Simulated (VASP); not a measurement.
# Cd (Fm-3m) in VASP: reference runs

How does Cd come out in PBE? The cell is run as given and disturbed.

All numbers are computed with VASP 6.6.1; they aren't measurements. Logs are shortened: lines on timing, memory, paths and dates and some standing lists are left out, and cuts for length are marked.

### 1 Starting point

The structure is cubic, space group Fm-3m (No. 225). Conventional cell: a = 4.436 Å, b = 4.436 Å, c = 4.436 Å, α = 90.00°, β = 90.00°, γ = 90.00°. Around Cd (site symmetry m-3m) lie 12 Cd at 3.14 Å.

This isn't the form of Cd at room conditions, which is hcp.

### 2 Single point, PBE

The input, INCAR:

```
SYSTEM = Cd
PREC     = Accurate       ! precision mode
ENCUT    = 520            ! plane-wave cutoff, eV
EDIFF    = 1E-7           ! SCF threshold, eV
ISMEAR   = -1             ! smearing method
SIGMA    = 0.05           ! smearing width, eV
LREAL    = .FALSE.        ! projectors in reciprocal space
LASPH    = .TRUE.         ! aspherical terms in the spheres
NELM     = 80             ! most SCF steps
ALGO     = Normal         ! electronic algorithm
ISIF     = 2              ! what is computed and relaxed
LWAVE    = .FALSE.        ! write WAVECAR
LCHARG   = .FALSE.        ! write CHGCAR
GGA      = PE             ! functional
NBANDS   = 12             ! bands
```

The input, KPOINTS:

```
regular mesh
0
G
  10 10 10
  0 0 0
```

The input, POSCAR:

```
Cd
1.0
    0.0000000000      2.2181497500      2.2181497500
    2.2181497500      0.0000000000      2.2181497500
    2.2181497500      2.2181497500      0.0000000000
Cd
1
Direct
    0.0000000000      0.0000000000      0.0000000000
```

Potentials or basis: VASP PAW PBE potentials, release 64 (Cd).

The run is started by

```sh
$ cat potpaw_PBE.64/Cd/POTCAR > POTCAR
$ mpirun -np 1 vasp_std > vasp.out
```

OUTCAR:

```text
SYSTEM = Cd
   PREC = Accurate
   ENCUT = 520
   EDIFF = 1E-7
   ISMEAR = -1
   LREAL = .FALSE.
   LASPH = .TRUE.
   NELM = 80
   ISIF = 2
   GGA = PE

 ion  position               nearest neighbor table
   1  0.000  0.000  0.000-

  LATTYP: Found a face centered cubic cell.
 ALAT       =     4.4362995000

  Lattice vectors:

 A1 = (   0.0000000000,   2.2181497500,   2.2181497500)
 A2 = (   2.2181497500,   0.0000000000,   2.2181497500)
 A3 = (   2.2181497500,   2.2181497500,   0.0000000000)

Analysis of symmetry for initial positions (statically):
=====================================================================
 Subroutine PRICEL returns:
 Original cell was already a primitive cell.

 Routine SETGRP: Setting up the symmetry group for a
 face centered cubic supercell.

 Subroutine GETGRP returns: Found 48 space group operations
 (whereof 48 operations were pure point group operations)
 out of a pool of 48 trial point group operations.

The static configuration has the point symmetry O_h .

Analysis of symmetry for dynamics (positions and initial velocities):
=====================================================================
 Subroutine PRICEL returns:
 Original cell was already a primitive cell.

 Routine SETGRP: Setting up the symmetry group for a
 face centered cubic supercell.

 Subroutine GETGRP returns: Found 48 space group operations
 (whereof 48 operations were pure point group operations)
 out of a pool of 48 trial point group operations.

The dynamic configuration has the point symmetry O_h .

 Subroutine INISYM returns: Found 48 space group operations
 (whereof 48 operations are pure point group operations),
 and found     1 'primitive' translations

----------------------------------------------------------------------------------------

                                     Primitive cell

  volume of cell :      21.8274

  direct lattice vectors                    reciprocal lattice vectors
     0.000000000  2.218149750  2.218149750    -0.225413095  0.225413095  0.225413095
     2.218149750  0.000000000  2.218149750     0.225413095 -0.225413095  0.225413095
     2.218149750  2.218149750  0.000000000     0.225413095  0.225413095 -0.225413095

  length of vectors
     3.136937460  3.136937460  3.136937460     0.390426933  0.390426933  0.390426933

  position of ions in fractional coordinates (direct lattice)
     0.000000000  0.000000000  0.000000000

  ion indices of the primitive-cell ions
   primitive index   ion index
                 1           1

----------------------------------------------------------------------------------------

 KPOINTS: regular mesh

Automatic generation of k-mesh.
 Grid dimensions read from file:
 generate k-points for:   10   10   10

 Generating k-lattice:

  Cartesian coordinates                     Fractional coordinates (reciprocal lattice)
    -0.022541309  0.022541309  0.022541309     0.100000000  0.000000000  0.000000000
     0.022541309 -0.022541309  0.022541309     0.000000000  0.100000000  0.000000000
     0.022541309  0.022541309 -0.022541309     0.000000000  0.000000000  0.100000000

  Length of vectors
     0.039042693  0.039042693  0.039042693

  Shift w.r.t. Gamma in fractional coordinates (k-lattice)
     0.000000000  0.000000000  0.000000000

 Subroutine IBZKPT returns following result:
 ===========================================

 Found     47 irreducible k-points:

 Following reciprocal coordinates:
            Coordinates               Weight
  0.000000  0.000000  0.000000      1.000000
  0.100000  0.000000  0.000000      8.000000
  0.200000  0.000000  0.000000      8.000000
  0.300000  0.000000  0.000000      8.000000
  0.400000  0.000000  0.000000      8.000000
  0.500000  0.000000  0.000000      4.000000
[... 39 lines left out ...]
 -0.300000  0.400000  0.200000     24.000000
 -0.300000  0.500000  0.200000     12.000000
   k-points           NKPTS =     47   k-points in BZ     NKDIM =     47   number of bands    NBANDS=     12
   number of dos      NEDOS =    301   number of ions     NIONS =      1
   total plane-waves  NPLWV =  13824
   dimension x,y,z NGX =    24 NGY =   24 NGZ =   24
   dimension x,y,z NGXF=    48 NGYF=   48 NGZF=   48
   ions per type =               1
   NGX,Y,Z   is equivalent  to a cutoff of  12.72, 12.72, 12.72 a.u.
   NGXF,Y,Z  is equivalent  to a cutoff of  25.44, 25.44, 25.44 a.u.
 SYSTEM =  Cd
   PREC   = accura    normal or accurate (medium, high low for compatibility)
   ISTART =      0    job   : 0-new  1-cont  2-samecut
   ICHARG =      2    charge: 1-file 2-atom 10-const
   ISPIN  =      1    spin polarized calculation?
   LNONCOLLINEAR =      F non collinear calculations
   LSORBIT =      F    spin-orbit coupling
   LASPH  =      T    aspherical Exc in radial PAW
   ENCUT  =  520.0 eV  38.22 Ry    6.18 a.u.   5.83  5.83  5.83*2*pi/ulx,y,z
   NELM   =     80;   NELMIN=  2; NELMDL= -5     # of ELM steps
   EDIFF  = 0.1E-06   stopping-criterion for ELM
   LREAL  =      F    real-space projection
   EDIFFG = 0.1E-05   stopping-criterion for IOM
   NSW    =      0    number of steps for IOM
   IBRION =     -1    ionic relax: 0-MD 1-quasi-New 2-CG
   NFREE  =      0    steps in history (QN), initial steepest desc. (CG)
   ISIF   =      2    stress and relaxation
   ISYM   =      2    0-nonsym 1-usesym 2-fastsym
   POTIM  = 0.5000    time-step for ionic-motion
   TEBEG  =    0.0;   TEEND  =   0.0 temperature during run
   PSTRESS=    0.0 pullay stress
   NELECT =      12.0000    total number of electrons
   NUPDOWN=      -1.0000    fix difference up-down
   EMIN   =  10.00;   EMAX   =-10.00  energy-range for DOS
   EFERMI =   0.00;   METHOD = LEGACY
   ISMEAR =    -1;   SIGMA  =   0.05  broadening in eV -4-tet -1-fermi 0-gaus
   EFERMI_NEDOS =   21; number of points for ismear=-14 and -15
   IALGO  =     38    algorithm
   IMIX   =      4    mixing-type and parameters
     AMIX     =   0.40;   BMIX     =  1.00
     AMIX_MAG =   1.60;   BMIX_MAG =  1.00
  volume/ion in A,a.u.               =      21.83       147.30
  Fermi-wavevector in a.u.,A,eV,Ry     =   1.341120  2.534350 24.471486  1.798604
  Thomas-Fermi vector in A             =   2.469379
   LORBIT       =      0    0 simple, 1 ext, 2 COOP (PROOUT), +10 PAW based schemes
   GGA     = PE    functional components
   LHFCALC =     F    Hartree Fock is set to
   AEXX    =    0.0000 exact exchange contribution
   IVDW    =     0    specifies the selected vdW correction
   LEPSILON=     F    determine dielectric tensor
   LRPA    =     F    only Hartree local field effects (RPA)
 non-spin polarized calculation
  energy-cutoff  :      520.00
  volume of cell :       21.83
 maximum number of plane-waves:       609
   NGX = 11   NGY = 11   NGZ = 11

 number of electron      12.0000003 magnetization

 Free energy of the ion-electron system (eV)
  ---------------------------------------------------
  ext. energy  EPLUGINS =         0.00000000
  ---------------------------------------------------
  free energy    TOTEN  =        -0.73299878 eV

  energy without entropy =       -0.72889003  energy(sigma->0) =       -0.73094440

 E-fermi :   2.9829     XC(G=0): -10.9856

 val. band max:        2.9316633895   @ k =  -0.4000   0.3000   0.0000
 cond. band min:       3.0719166987   @ k =  -0.4000   0.4000   0.0000
 fundamental gap:      0.1402533092
 Fermi energy:         2.9828801147

 k-point     1 :       0.0000    0.0000    0.0000
  band No.  band energies     occupation
      1      -6.2971      2.00000
      2      -6.2971      2.00000
      3      -6.2971      2.00000
      4      -5.9491      2.00000
      5      -5.8442      2.00000
      6      -5.8442      2.00000
      7      16.7355      0.00000
      8      17.7933      0.00000
      9      17.7933      0.00000
     10      17.7933      0.00000
     11      21.1612      0.00000
     12      21.1612      0.00000

 k-point     2 :       0.1000    0.0000    0.0000
  band No.  band energies     occupation
      1      -6.3329      2.00000
      2      -6.2577      2.00000
      3      -6.2577      2.00000
      4      -5.8521      2.00000
      5      -5.8521      2.00000
      6      -5.6781      2.00000
      7      14.7873      0.00000
      8      16.9842      0.00000
      9      17.4128      0.00000
     10      17.4128      0.00000
     11      21.5829      0.00000
     12      21.8218      0.00000

 k-point     3 :       0.2000    0.0000    0.0000
  band No.  band energies     occupation
      1      -6.4585      2.00000
      2      -6.1984      2.00000
      3      -6.1984      2.00000
      4      -5.8246      2.00000
      5      -5.8246      2.00000
      6      -4.8293      2.00000
      7      10.9605      0.00000
      8      16.7127      0.00000
      9      16.7127      0.00000
     10      16.8645      0.00000
     11      21.0562      0.00000
     12      21.7777      0.00000
[... 526 lines left out ...]
 k-point    39 :      -0.3000    0.3000    0.1000
  band No.  band energies     occupation
      1      -6.4866      2.00000
      2      -6.3603      2.00000
      3      -6.0710      2.00000
      4      -5.8702      2.00000
      5      -5.5677      2.00000
      6       1.0037      2.00000
      7       4.4847      0.00000
      8       7.8330      0.00000
      9      11.1315      0.00000
     10      17.1463      0.00000
     11      20.9430      0.00000
     12      24.1237      0.00000

 k-point    40 :      -0.2000    0.3000    0.1000
  band No.  band energies     occupation
      1      -6.4235      2.00000
      2      -6.3636      2.00000
      3      -6.1293      2.00000
      4      -5.7537      2.00000
      5      -5.7376      2.00000
      6      -1.0470      2.00000
      7       7.5737      0.00000
      8       7.6156      0.00000
      9      12.5364      0.00000
     10      17.9804      0.00000
     11      19.8645      0.00000
     12      22.0418      0.00000

 [... further k-points ...]

------------------------ aborting loop because EDIFF is reached ----------------------------------------

  FORCE on cell =-STRESS in cart. coord.  units (eV):
  Direction    XX          YY          ZZ          XY          YZ          ZX
  --------------------------------------------------------------------------------------
  -------------------------------------------------------------------------------------
  Total        0.3519645      0.3519645      0.3519645      0.0000000     -0.0000000      0.0000000
  in kB       25.8349052     25.8349052     25.8349052      0.0000000     -0.0000000      0.0000000
  external PRESSURE =      25.8349052 kB  Pullay stress =       0.0000000 kB

 VOLUME and BASIS-vectors are now :
 -----------------------------------------------------------------------------
  energy-cutoff  :      520.00
  volume of cell :       21.83
      direct lattice vectors                 reciprocal lattice vectors
     0.000000000  2.218149750  2.218149750    -0.225413095  0.225413095  0.225413095
     2.218149750  0.000000000  2.218149750     0.225413095 -0.225413095  0.225413095
     2.218149750  2.218149750  0.000000000     0.225413095  0.225413095 -0.225413095

 POSITION                                       TOTAL-FORCE (eV/Angst)
 -----------------------------------------------------------------------------------
      0.00000      0.00000      0.00000        -0.000000      0.000000      0.000000
 -----------------------------------------------------------------------------------
    total drift:                                0.000000      0.000000      0.000000

  FREE ENERGIE OF THE ION-ELECTRON SYSTEM (eV)
  ---------------------------------------------------
  free  energy   TOTEN  =        -0.7329987776 eV

  energy  without entropy=       -0.7288900304  energy(sigma->0) =       -0.73094440
```

Run time: 4.7 s. Hardware: 1 thread of Intel Xeon Platinum 8488C (Sapphire Rapids), shared host; peak memory 0.14 GiB.

What came out:

```yaml
Free_energy: -0.7330 eV
Pressure: 2.6 GPa
Band_gap_on_the_k_mesh: none (metal or under the smearing width)
```

### 3 Single point, PBE (cell strained at random at fixed volume)

The input, INCAR:

```
SYSTEM = Cd
ALGO = Normal
EDIFF = 1E-7
ENCUT = 520
GGA = PE
ISIF = 2
ISMEAR = -1
LASPH = .True.
LCHARG = .True.
LELF = .True.
LREAL = .False.
LVHAR = .True.
LWAVE = .False.
NBANDS = 12
NELM = 80
PREC = Accurate
SIGMA = 0.05
```

The input, KPOINTS:

```
k-points
0
Gamma
  10 10 10
  0 0 0
```

The input, POSCAR:

```
Cd
1.0
   -0.0280460000      2.2259560000      2.2230910000
    2.1870850000     -0.0156480000      2.2106920000
    2.1879660000      2.2144370000     -0.0165280000
Cd
1
Direct
   -0.0083220000      0.0042220000     -0.0061630000
```

Potentials or basis: VASP PAW PBE potentials, release 64 (Cd).

The run is started by

```sh
$ cat potpaw_PBE.64/Cd/POTCAR > POTCAR
$ mpirun -np 1 vasp_std > vasp.out
```

It took 38 s on 1 thread of Intel Xeon Platinum 8488C (Sapphire Rapids), shared host; peak memory 0.24 GiB.

Results (log left out):

```yaml
Free_energy: -0.7338 eV
Pressure: 2.5 GPa
Band_gap_on_the_k_mesh: none (metal or under the smearing width)
```

Stress tensor (GPa, compression positive):
```
 2.67 -0.37 -0.37
-0.37  2.47 -0.30
-0.37 -0.30  2.47
```

Levels at points of the mesh, in eV from the Fermi level:
```
           k point  band 2  band 3  band 4  band 5  band 6  band 7  band 8  band 9  band 10  band 11
(0.00, 0.00, 0.00)   -9.29   -9.23   -8.92   -8.84   -8.80   13.71   14.55   14.79    15.18    17.93
(0.50, 0.00, 0.00)   -9.30   -9.23   -8.46   -8.45   -2.52   -1.60   12.39   12.60    13.17    16.24
(0.00, 0.50, 0.00)   -9.30   -9.24   -8.47   -8.43   -2.46   -1.46   12.22   12.55    12.95    16.13
(0.50, 0.50, 0.00)   -9.84   -8.47   -8.36   -8.34   -0.98    1.19    6.51    6.91    10.80    11.20
(0.00, 0.00, 0.50)   -9.30   -9.23   -8.47   -8.43   -2.46   -1.47   12.19   12.59    12.97    16.12
(0.50, 0.00, 0.50)   -9.84   -8.47   -8.36   -8.34   -1.00    1.16    6.52    6.94    10.81    11.23
(0.00, 0.50, 0.50)   -9.84   -8.47   -8.35   -8.34   -0.84    1.41    6.51    6.57    10.79    10.86
(0.50, 0.50, 0.50)   -9.27   -9.27   -8.45   -8.42   -2.38   -1.29   12.12   12.28    12.76    16.05
```
